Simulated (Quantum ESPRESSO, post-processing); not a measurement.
# blue phosphorene, 1 layer, rectangular cell: a series in strain along the second axis, part 5 of 5

Wanted: a table for blue phosphorene, 1 layer, rectangular cell against strain along the second axis, and what can be fitted to it.

Quantum ESPRESSO 7.5; plane-wave DFT, PBE, GBRV ultrasoft pseudopotentials.

So far. Step 3 (Relaxation with pw.x, -4 %): The relaxation lowers the energy by 2 meV an atom. Step 6 (Bands along a path, -4 %): Along this path the valence top lies at Γ and the conduction bottom between Y and Γ.

## (10) Self-consistent run, 3 %

The input, m7.scf.in:

```
&control
  prefix = 'm7.scf'
  outdir = './out'
  pseudo_dir = './pseudo'
  calculation = 'scf'
  tprnfor = .true.
/
&system
  ibrav = 0
  nat = 4
  ntyp = 1
  ecutwfc = 40
  ecutrho = 200
  occupations = 'smearing'
  smearing = 'fd'
  degauss = 0.002
  nbnd = 14
/
&electrons
  conv_thr = 1e-09
  mixing_beta = 0.4
  electron_maxstep = 120
  mixing_mode = 'plain'
/
ATOMIC_SPECIES
  P   30.9738  p_pbe_v1.5.uspp.F.UPF
CELL_PARAMETERS angstrom
  3.28026146000000 0.00000000000000 0.00000000000000
  0.00000000000000 5.85183789442000 0.00000000000000
  0.00000000000000 0.00000000000000 16.24000000000000
ATOMIC_POSITIONS crystal
  P   0.500000000000 0.166092785700 0.462112253900
  P   0.000000000100 0.666092739600 0.462112231900
  P   0.999999999900 0.333907260400 0.537887768100
  P   0.500000000000 0.833907214200 0.537887746100
K_POINTS automatic
  10 6 1 0 0 0
```

On the command line:

```console
> OMP_NUM_THREADS=1 mpirun -n 4 pw.x -nk 4 -in m7.scf.in > m7.scf.out
```

Output:

```text
[banner, memory and clock lines left out]
Program PWSCF v.7.5 starts
[...]
Message from routine setup:
[...]
number of electrons       =        20.00
     number of Kohn-Sham states=           14
     kinetic-energy cutoff     =      40.0000  Ry
     charge density cutoff     =     200.0000  Ry
[...]
number of k points=    24  Fermi-Dirac smearing, width (Ry)=  0.0020
[...]
Dense  grid:   100445 G-vectors     FFT dimensions: (  27,  50, 144)
[...]
negative rho (up, down):  1.212E-04 0.000E+00
     Starting wfcs are   16 randomized atomic wfcs
[...]
negative rho (up, down):  1.899E-04 0.000E+00
[...]
estimated scf accuracy    <       0.06017353 Ry
[...]
negative rho (up, down):  2.573E-04 0.000E+00
[...]
estimated scf accuracy    <       0.01802740 Ry
[...]
negative rho (up, down):  2.696E-04 0.000E+00
[...]
estimated scf accuracy    <       0.00038110 Ry
[...]
negative rho (up, down):  2.790E-04 0.000E+00
[...]
estimated scf accuracy    <       0.00003265 Ry
[...]
negative rho (up, down):  2.839E-04 0.000E+00
[...]
estimated scf accuracy    <       0.00001111 Ry
[...]
negative rho (up, down):  2.885E-04 0.000E+00
[...]
estimated scf accuracy    <       0.00000160 Ry
[...]
negative rho (up, down):  2.912E-04 0.000E+00
[...]
estimated scf accuracy    <       0.00000012 Ry
[...]
negative rho (up, down):  2.930E-04 0.000E+00
[...]
estimated scf accuracy    <       0.00000001 Ry
[...]
negative rho (up, down):  2.961E-04 0.000E+00
[...]
the Fermi energy is    -2.2000 ev
!    total energy              =     -62.06194276 Ry
     estimated scf accuracy    <          9.4E-10 Ry
     smearing contrib. (-TS)   =      -0.00000000 Ry
     internal energy E=F+TS    =     -62.06194276 Ry
[...]
one-electron contribution =    -239.81204332 Ry
     hartree contribution      =     122.92852741 Ry
     xc contribution           =     -23.47057067 Ry
     ewald contribution        =      78.29214383 Ry
     convergence has been achieved in   9 iterations
     negative rho (up, down):  2.961E-04 0.000E+00
[...]
Total force =     0.000059     Total SCF correction =     0.000040
[...]
```

Elapsed: 15 s, on 4 MPI ranks of Intel Xeon Platinum 8375C at 2.90GHz (Ice Lake), shared host; peak memory 0.52 GiB; 60 s of CPU time.

Numbers from this step:

```
free energy                          : -844.3957 eV
Fermi energy                         : -2.2 eV
valence top, on the run's zero       : -3.038 eV
conduction bottom, on the run's zero : -1.330 eV
gap by band count                    : 1.708 eV
```

## (11) Relaxation with pw.x, 4 %

The input, m8.relax.in:

```
&control
  prefix = 'm8.relax'
  outdir = './out'
  pseudo_dir = './pseudo'
  nstep = 40
  forc_conv_thr = 0.0003
  calculation = 'relax'
  tstress = .true.
/
&system
  ibrav = 0
  nat = 4
  ntyp = 1
  ecutwfc = 50
  ecutrho = 250
  occupations = 'smearing'
  smearing = 'fd'
  degauss = 0.002
/
&electrons
  conv_thr = 1e-09
  mixing_beta = 0.4
  electron_maxstep = 120
  mixing_mode = 'plain'
/
&ions
/
ATOMIC_SPECIES
  P   30.9738  p_pbe_v1.5.uspp.F.UPF
CELL_PARAMETERS angstrom
  3.28026146000000 0.00000000000000 0.00000000000000
  0.00000000000000 5.90865185456000 0.00000000000000
  0.00000000000000 0.00000000000000 16.24000000000000
ATOMIC_POSITIONS crystal
  P   0.500000000000 0.166667239300 0.461788448400
  P   0.000000000100 0.666667061700 0.461788436900
  P   0.999999999900 0.333332938300 0.538211563100
  P   0.500000000000 0.833332760600 0.538211551600
K_POINTS automatic
  10 6 1 0 0 0
```

On the command line:

```console
> OMP_NUM_THREADS=1 mpirun -n 4 pw.x -nk 4 -in m8.relax.in > m8.relax.out
```

Output:

```text
[banner, memory and clock lines left out]
Program PWSCF v.7.5 starts
[...]
Message from routine setup:
[...]
number of electrons       =        20.00
     number of Kohn-Sham states=           14
     kinetic-energy cutoff     =      50.0000  Ry
     charge density cutoff     =     250.0000  Ry
[...]
number of k points=    24  Fermi-Dirac smearing, width (Ry)=  0.0020
[...]
Dense  grid:   141857 G-vectors     FFT dimensions: (  32,  60, 160)
[...]
negative rho (up, down):  8.283E-05 0.000E+00
     Starting wfcs are   16 randomized atomic wfcs
[...]
negative rho (up, down):  8.643E-06 0.000E+00
[...]
estimated scf accuracy    <       0.05871662 Ry
[...]
negative rho (up, down):  6.806E-05 0.000E+00
[...]
estimated scf accuracy    <       0.01766355 Ry
[...]
negative rho (up, down):  8.787E-05 0.000E+00
[...]
estimated scf accuracy    <       0.00037286 Ry
[...]
negative rho (up, down):  1.032E-04 0.000E+00
[...]
estimated scf accuracy    <       0.00003053 Ry
[...]
negative rho (up, down):  1.130E-04 0.000E+00
[...]
estimated scf accuracy    <       0.00001064 Ry
[...]
negative rho (up, down):  1.196E-04 0.000E+00
[...]
estimated scf accuracy    <       0.00000159 Ry
[...]
negative rho (up, down):  1.235E-04 0.000E+00
[...]
estimated scf accuracy    <       0.00000022 Ry
[...]
negative rho (up, down):  1.261E-04 0.000E+00
[...]
estimated scf accuracy    <       0.00000003 Ry
[...]
negative rho (up, down):  1.277E-04 0.000E+00
[...]
estimated scf accuracy    <          2.0E-09 Ry
[...]
negative rho (up, down):  1.286E-04 0.000E+00
[...]
estimated scf accuracy    <          1.5E-09 Ry
[...]
negative rho (up, down):  1.301E-04 0.000E+00
[...]
the Fermi energy is    -1.9614 ev
!    total energy              =     -62.05970137 Ry
     estimated scf accuracy    <          1.2E-10 Ry
     smearing contrib. (-TS)   =      -0.00000000 Ry
     internal energy E=F+TS    =     -62.05970137 Ry
[...]
one-electron contribution =    -237.15221840 Ry
     hartree contribution      =     121.59963058 Ry
     xc contribution           =     -23.43574156 Ry
     ewald contribution        =      76.92862800 Ry
     convergence has been achieved in  11 iterations
     negative rho (up, down):  1.301E-04 0.000E+00
[...]
Total force =     0.016746     Total SCF correction =     0.000018
[...]
negative rho (up, down):  1.301E-04 0.000E+00
[...]
negative rho (up, down):  1.318E-04 0.000E+00
[...]
negative rho (up, down):  1.306E-04 0.000E+00
[...]
estimated scf accuracy    <       0.00002722 Ry
[...]
negative rho (up, down):  1.303E-04 0.000E+00
[...]
estimated scf accuracy    <       0.00000273 Ry
[...]
negative rho (up, down):  1.302E-04 0.000E+00
[...]
estimated scf accuracy    <       0.00000048 Ry
[...]
negative rho (up, down):  1.301E-04 0.000E+00
[...]
estimated scf accuracy    <       0.00000003 Ry
[...]
negative rho (up, down):  1.301E-04 0.000E+00
[...]
estimated scf accuracy    <          3.0E-09 Ry
[...]
negative rho (up, down):  1.301E-04 0.000E+00
[...]
the Fermi energy is    -2.2515 ev
!    total energy              =     -62.05989981 Ry
     estimated scf accuracy    <          3.3E-10 Ry
     smearing contrib. (-TS)   =      -0.00000000 Ry
     internal energy E=F+TS    =     -62.05989981 Ry
[...]
one-electron contribution =    -237.50110366 Ry
     hartree contribution      =     121.76076218 Ry
     xc contribution           =     -23.44538793 Ry
     ewald contribution        =      77.12582961 Ry
     convergence has been achieved in   6 iterations
     negative rho (up, down):  1.301E-04 0.000E+00
[...]
Total force =     0.007113     Total SCF correction =     0.000022
[...]
negative rho (up, down):  1.301E-04 0.000E+00
[...]
negative rho (up, down):  1.312E-04 0.000E+00
[...]
negative rho (up, down):  1.305E-04 0.000E+00
[...]
estimated scf accuracy    <       0.00001060 Ry
[...]
negative rho (up, down):  1.302E-04 0.000E+00
[...]
estimated scf accuracy    <       0.00000150 Ry
[...]
negative rho (up, down):  1.302E-04 0.000E+00
[...]
estimated scf accuracy    <       0.00000016 Ry
[...]
negative rho (up, down):  1.301E-04 0.000E+00
[...]
estimated scf accuracy    <          9.6E-09 Ry
[...]
negative rho (up, down):  1.301E-04 0.000E+00
[...]
estimated scf accuracy    <          1.6E-09 Ry
[...]
negative rho (up, down):  1.301E-04 0.000E+00
[...]
estimated scf accuracy    <          4.5E-11 Ry
[...]
negative rho (up, down):  1.301E-04 0.000E+00
[...]
estimated scf accuracy    <          3.0E-11 Ry
[...]
negative rho (up, down):  1.301E-04 0.000E+00
[...]
the Fermi energy is    -2.2390 ev
!    total energy              =     -62.05994640 Ry
     estimated scf accuracy    <          3.1E-12 Ry
     smearing contrib. (-TS)   =      -0.00000000 Ry
     internal energy E=F+TS    =     -62.05994640 Ry
[...]
one-electron contribution =    -237.73755626 Ry
     hartree contribution      =     121.86983242 Ry
     xc contribution           =     -23.45187316 Ry
     ewald contribution        =      77.25965060 Ry
     convergence has been achieved in   8 iterations
     negative rho (up, down):  1.301E-04 0.000E+00
[...]
Total force =     0.001604     Total SCF correction =     0.000002
[...]
negative rho (up, down):  1.301E-04 0.000E+00
[...]
negative rho (up, down):  1.301E-04 0.000E+00
[...]
negative rho (up, down):  1.301E-04 0.000E+00
[...]
estimated scf accuracy    <       0.00000004 Ry
[...]
negative rho (up, down):  1.301E-04 0.000E+00
[...]
estimated scf accuracy    <       0.00000001 Ry
[...]
negative rho (up, down):  1.301E-04 0.000E+00
[...]
estimated scf accuracy    <          5.6E-10 Ry
[...]
negative rho (up, down):  1.301E-04 0.000E+00
[...]
estimated scf accuracy    <          1.2E-10 Ry
[...]
negative rho (up, down):  1.301E-04 0.000E+00
[...]
the Fermi energy is    -2.2376 ev
!    total energy              =     -62.05994854 Ry
     estimated scf accuracy    <          3.6E-12 Ry
     smearing contrib. (-TS)   =      -0.00000000 Ry
     internal energy E=F+TS    =     -62.05994854 Ry
[...]
one-electron contribution =    -237.73660029 Ry
     hartree contribution      =     121.86938112 Ry
     xc contribution           =     -23.45180671 Ry
     ewald contribution        =      77.25907734 Ry
     convergence has been achieved in   5 iterations
     negative rho (up, down):  1.301E-04 0.000E+00
[...]
Total force =     0.000964     Total SCF correction =     0.000001
[...]
negative rho (up, down):  1.301E-04 0.000E+00
[...]
negative rho (up, down):  1.301E-04 0.000E+00
[...]
negative rho (up, down):  1.301E-04 0.000E+00
[...]
estimated scf accuracy    <       0.00000007 Ry
[...]
negative rho (up, down):  1.301E-04 0.000E+00
[...]
estimated scf accuracy    <       0.00000002 Ry
[...]
negative rho (up, down):  1.301E-04 0.000E+00
[...]
estimated scf accuracy    <          1.3E-09 Ry
[...]
negative rho (up, down):  1.301E-04 0.000E+00
[...]
estimated scf accuracy    <          7.6E-11 Ry
[...]
negative rho (up, down):  1.301E-04 0.000E+00
[...]
the Fermi energy is    -2.2365 ev
!    total energy              =     -62.05994960 Ry
     estimated scf accuracy    <          8.7E-12 Ry
     smearing contrib. (-TS)   =      -0.00000000 Ry
     internal energy E=F+TS    =     -62.05994960 Ry
[...]
one-electron contribution =    -237.72363464 Ry
     hartree contribution      =     121.86338315 Ry
     xc contribution           =     -23.45140189 Ry
     ewald contribution        =      77.25170378 Ry
     convergence has been achieved in   5 iterations
     negative rho (up, down):  1.301E-04 0.000E+00
[...]
Total force =     0.000138     Total SCF correction =     0.000002
[...]
negative rho (up, down):  1.301E-04 0.000E+00
[...]
```

Elapsed: 92 s, on 4 MPI ranks; peak memory 0.95 GiB; 6.1 min of CPU time.

The steps of the relaxation:

```
step  energy less that of the first step (eV)  largest force (eV/Å)
   1                                   0.0000                0.2153
   2                                  -0.0027                0.0914
   3                                  -0.0033                0.0206
   4                                  -0.0034                0.0124
   5                                  -0.0034                0.0018
```

The relaxed structure:

```xyz
4
Lattice="3.2803 0.0000 0.0000 0.0000 5.9087 0.0000 0.0000 0.0000 16.2400" Properties=species:S:1:pos:R:3
P     1.6401    0.9808    7.5064
P     0.0000    3.9351    7.5064
P     3.2803    1.9735    8.7336
P     1.6401    4.9278    8.7336
```

Numbers from this step:

| Property | Result |
| --- | --- |
| free energy | -844.3686 eV |
| Fermi energy | -2.236 eV |

## (12) Ground state, 4 %

The input, m8.scf.in:

```
&control
  prefix = 'm8.scf'
  outdir = './out'
  pseudo_dir = './pseudo'
  calculation = 'scf'
  tprnfor = .true.
/
&system
  ibrav = 0
  nat = 4
  ntyp = 1
  ecutwfc = 40
  ecutrho = 200
  occupations = 'smearing'
  smearing = 'fd'
  degauss = 0.002
  nbnd = 14
/
&electrons
  conv_thr = 1e-09
  mixing_beta = 0.4
  electron_maxstep = 120
  mixing_mode = 'plain'
/
ATOMIC_SPECIES
  P   30.9738  p_pbe_v1.5.uspp.F.UPF
CELL_PARAMETERS angstrom
  3.28026146000000 0.00000000000000 0.00000000000000
  0.00000000000000 5.90865185456000 0.00000000000000
  0.00000000000000 0.00000000000000 16.24000000000000
ATOMIC_POSITIONS crystal
  P   0.500000000000 0.165997340200 0.462217145600
  P   0.000000000100 0.665997289400 0.462217126100
  P   0.999999999900 0.334002710600 0.537782873900
  P   0.500000000000 0.834002659700 0.537782854400
K_POINTS automatic
  10 6 1 0 0 0
```

On the command line:

```console
> OMP_NUM_THREADS=1 mpirun -n 4 pw.x -nk 4 -in m8.scf.in > m8.scf.out
```

Output:

```text
[banner, memory and clock lines left out]
Program PWSCF v.7.5 starts
[...]
Message from routine setup:
[...]
number of electrons       =        20.00
     number of Kohn-Sham states=           14
     kinetic-energy cutoff     =      40.0000  Ry
     charge density cutoff     =     200.0000  Ry
[...]
number of k points=    24  Fermi-Dirac smearing, width (Ry)=  0.0020
[...]
Dense  grid:   101383 G-vectors     FFT dimensions: (  27,  54, 144)
[...]
negative rho (up, down):  1.190E-04 0.000E+00
     Starting wfcs are   16 randomized atomic wfcs
[...]
negative rho (up, down):  1.886E-04 0.000E+00
[...]
estimated scf accuracy    <       0.05990724 Ry
[...]
negative rho (up, down):  2.561E-04 0.000E+00
[...]
estimated scf accuracy    <       0.01798151 Ry
[...]
negative rho (up, down):  2.686E-04 0.000E+00
[...]
estimated scf accuracy    <       0.00036067 Ry
[...]
negative rho (up, down):  2.778E-04 0.000E+00
[...]
estimated scf accuracy    <       0.00002878 Ry
[...]
negative rho (up, down):  2.831E-04 0.000E+00
[...]
estimated scf accuracy    <       0.00000963 Ry
[...]
negative rho (up, down):  2.878E-04 0.000E+00
[...]
estimated scf accuracy    <       0.00000162 Ry
[...]
negative rho (up, down):  2.904E-04 0.000E+00
[...]
estimated scf accuracy    <       0.00000025 Ry
[...]
negative rho (up, down):  2.924E-04 0.000E+00
[...]
estimated scf accuracy    <       0.00000001 Ry
[...]
negative rho (up, down):  2.936E-04 0.000E+00
[...]
estimated scf accuracy    <          3.6E-09 Ry
[...]
negative rho (up, down):  2.955E-04 0.000E+00
[...]
the Fermi energy is    -2.2365 ev
!    total energy              =     -62.05986719 Ry
     estimated scf accuracy    <          4.2E-10 Ry
     smearing contrib. (-TS)   =      -0.00000000 Ry
     internal energy E=F+TS    =     -62.05986719 Ry
[...]
one-electron contribution =    -237.72302772 Ry
     hartree contribution      =     121.86293414 Ry
     xc contribution           =     -23.45147735 Ry
     ewald contribution        =      77.25170374 Ry
     convergence has been achieved in  10 iterations
     negative rho (up, down):  2.955E-04 0.000E+00
[...]
Total force =     0.000139     Total SCF correction =     0.000031
[...]
```

It took 16 s on 4 MPI ranks; peak memory 0.5 GiB; 63 s of CPU time.

Numbers from this step:

- free energy: -844.3675 eV
- valence top, on the run's zero: -3.034 eV
- conduction bottom, on the run's zero: -1.416 eV
- gap by band count: 1.618 eV

## (13) The series side by side

The series in one table, energies over the lowest:

```
strain along the second axis  energy (eV)  gap along the path (eV)  upper vacuum level over the valence top of the mesh (eV)  lower vacuum level over that top (eV)
                        -4 %       0.0783                    1.333                                                     5.794                                  5.794
                        -3 %       0.0433                    1.524                                                     5.928                                  5.928
                        -2 %       0.0190                    1.708                                                     6.058                                  6.058
                        -1 %       0.0047                     1.88                                                     6.182                                  6.182
                         0 %       0.0000                    1.927                                                     6.172                                  6.172
                         1 %       0.0043                    1.907                                                     6.142                                  6.142
                         2 %       0.0171                    1.806                                                     6.112                                  6.112
                         3 %       0.0379                    1.711                                                     6.082                                  6.082
                         4 %       0.0662                    1.619                                                     6.052                                  6.052
```

## (14) A check by hand

A parabola through the energies within ±2 % has E = 45.11 eV × ε² -0.041 eV × ε; for the curvature, over A = 18.636 Å² this is 45.11 × 2/18.636 × 16.02 = 78 N/m.

## (15) Results

```json
{
 "in-plane stiffness along the strain": "78 N/m",
 "gap along the path, at -4 % and at 4 %": "1.33, 1.62 eV",
 "upper vacuum level over the valence top of the mesh, at -4 % and at 4 %": "5.79, 6.05 eV",
 "lower vacuum level over that top, at -4 % and at 4 %": "5.79, 6.05 eV"
}
```

What this shows: The series holds 9 members; in-plane stiffness along the strain: 78 N/m (PBE, GBRV ultrasoft). The energy is lowest near zero strain. From -4 % to 4 % the gap along the path goes from 1.33 to 1.62 eV by way of 1.93 at 0 %. From -4 % to 4 % the upper vacuum level over the valence top of the mesh goes from 5.79 to 6.05 eV by way of 6.18 at -1 %. From -4 % to 4 % the lower vacuum level over that top goes from 5.79 to 6.05 eV by way of 6.18 at -1 %. Semilocal gaps are too small; the 1×1 cell can't ripple over many cells under compression as a free sheet would. No spin-orbit coupling.

[Logs are printed without paths, hosts, clocks, repeated set-up lines and the standing remarks that a program may print on its own settings, such as how far it seeks lower states.]

[Hosts, paths, dates, database ids (printed as entryN), source tags and the programs' standing remarks are cut or masked in the printed files.]

[Maps of the electrostatic potential energy from Ansatz leave out the sawtooth potential of an applied field or a dipole correction, so their vacuum need not be flat; planar profiles and work functions include it.]
